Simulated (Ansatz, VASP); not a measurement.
One calculation of Pt, two programs

```xyz
1
Lattice="-1.5822 1.5822 1.5822 1.5822 -1.5822 1.5822 1.5822 1.5822 -1.5822" Properties=species:S:1:pos:R:3 pbc="T T T"
Pt    0.0000    0.0000    0.0000
```

Alike in both runs: task single point; functional PBE; k mesh 18 × 18 × 18; occupations gaussian, width 0.05 eV; non-collinear spin, spin-orbit coupling.

```csv
,VASP,Ansatz
version,VASP 6.6.1,Ansatz 0.2.0
potentials or method,"VASP PAW PBE potentials, release 64 (Pt)","plane waves, PAW"
plane-wave cutoff (eV),520,420
valence electrons in the cell,10,18
```

|  | VASP | Ansatz | Ansatz less VASP |
| --- | --- | --- | --- |
| pressure (GPa) | -0.2 | 0.0 | +0.18 |
| net moment per atom (μB) | 0.00 | 0.00 | 0.000 |

The two sets of potentials don't hold the same shells in valence.
